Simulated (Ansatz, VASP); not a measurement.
Given: the input of a run of Ansatz 0.2.0 on Au.

Contents of input.yaml:

```yaml
crystal:
  lattice:
    - [0.0, 2.035, 2.035]
    - [2.035, 0.0, 2.035]
    - [2.035, 2.035, 0.0]
  atoms:
    - { symbol: Au, position: [0.0, 0.0, 0.0] }
hamiltonian:
  xc: revpbe
  pseudopotentials: { kind: paw }
kpoints:
  mp_grid: { grid: [11, 11, 11] }
scf:
  occupations: { method: fermi_dirac, width: 0.05 }
output:
  forces: true
  stress: true
relax:
  f_tol: 0.01
  max_steps: 40
  cell: { stress_tol: 0.05 }
```

Potentials or basis: Ansatz PAW.

Launch:

```bash
$ ansatz run input.yaml --threads 2 --pin off --max-ram 5632MiB --backend cpu --events-out ev --progress --plain --runs-dir out
```

**Question.** Translate it to VASP 6.6.1. Potentials there: VASP PAW PBE potentials, release 64 (Au).

**Answer.** As run (the cutoff follows the program's own potentials):

INCAR

```
SYSTEM = Au
PREC = Accurate
ENCUT = 600
EDIFF = 1E-7
ISMEAR = -1
SIGMA = 0.05
LREAL = .False.
LASPH = .True.
NELM = 100
ALGO = Normal
ISIF = 3
LWAVE = .False.
LCHARG = .False.
GGA = RE
IBRION = 2
NSW = 40
EDIFFG = -0.02
```

Contents of KPOINTS:

```
regular mesh
0
Gamma
  11 11 11
  0 0 0
```

The input POSCAR:

```
Au
1.0
    0.0000000000      2.0350000000      2.0350000000
    2.0350000000      0.0000000000      2.0350000000
    2.0350000000      2.0350000000      0.0000000000
Au
1
Direct
    0.0000000000      0.0000000000      0.0000000000
```

Potentials or basis: VASP PAW PBE potentials, release 64 (Au).

The run is started by

```bash
$ cat potpaw_PBE.64/Au/POTCAR > POTCAR
$ mpirun -np 1 vasp_std > vasp.out
```

Both were run:

|  | VASP | Ansatz | Ansatz less VASP |
| --- | --- | --- | --- |
| relaxed volume (Å³/atom) | 18.31 | 18.33 | +0.019 |
| relaxed cell length with the largest relative difference (Å) | 2.959 | 2.960 | +0.0010 |
| energy change over the relaxation (meV/atom) | -55 | -57 | -1.9 |

The two sets of potentials don't hold the same shells in valence.

Caveats: the PAW data sets were made with another functional, which shifts forces and pressure a little (VASP); the plane-wave basis is chosen anew once the cell has moved, so the energies of steps on either side of that aren't comparable (Ansatz); the PAW data sets come from PBE, with cores solved anew for the run's functional, which leaves a small shift of forces and pressure (Ansatz). Zero-point motion and thermal expansion aren't in these numbers. Spin-orbit coupling is left out, which matters for the levels of Au.
